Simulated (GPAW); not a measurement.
# CoO: single point with PBE

The system is CoO.

```xyz
2
Lattice="0.0000 2.1315 2.1315 2.1315 0.0000 2.1315 2.1315 2.1315 0.0000" Properties=species:S:1:pos:R:3 pbc="T T T"
Co    0.0000    0.0000    0.0000
O     2.1315    2.1315    2.1315
```

```yaml
Program: GPAW 26.7.0
Task: single point
Functional: PBE
Potentials_or_basis: GPAW PAW data sets (gpaw-data 1.2.1)
Cutoff: 800 eV
Basis: pw
k_mesh: 11 × 11 × 11
Occupations: gaussian, width 0.015 eV
Spin: collinear spin, ferromagnetic start
Starting_moments: "[2.0, 0.0] μB"
Maxiter: 150
```

| Property | Result |
| --- | --- |
| Pressure | -1.0 GPa |
| Band gap on the k mesh | none (metal or under the smearing width) |
| Net moment | 2.99 μB per cell |
| Site moments | Co +2.57; O +0.25 μB |

Levels at points of the mesh, in eV from the Fermi level:
Spin up:
| k point | band 7 | band 8 | band 9 | band 10 | band 11 | band 12 |
| --- | --- | --- | --- | --- | --- | --- |
| (0.00, 0.00, 0.00) | -3.15 | -3.15 | -3.15 | 0.82 | 16.75 | 17.92 |
Spin down:
```
           k point  band 3  band 4  band 5  band 6  band 7  band 8  band 9  band 10
(0.00, 0.00, 0.00)   -2.64   -2.64   -1.12   -1.12   -1.12    0.06    0.06     1.37
```

It took 32 s on 1 thread of Arm Neoverse V2 (shared host), peak memory 0.18 GiB.

Caveat: a cell with one magnetic atom can't hold antiferromagnetic order, which such compounds often take; semilocal functionals often make such compounds metallic where correlation or magnetic order opens a gap, which also shifts bond lengths. With open d or f shells a metallic result of PBE can be an artefact of self-interaction; +U or a hybrid may open a gap.
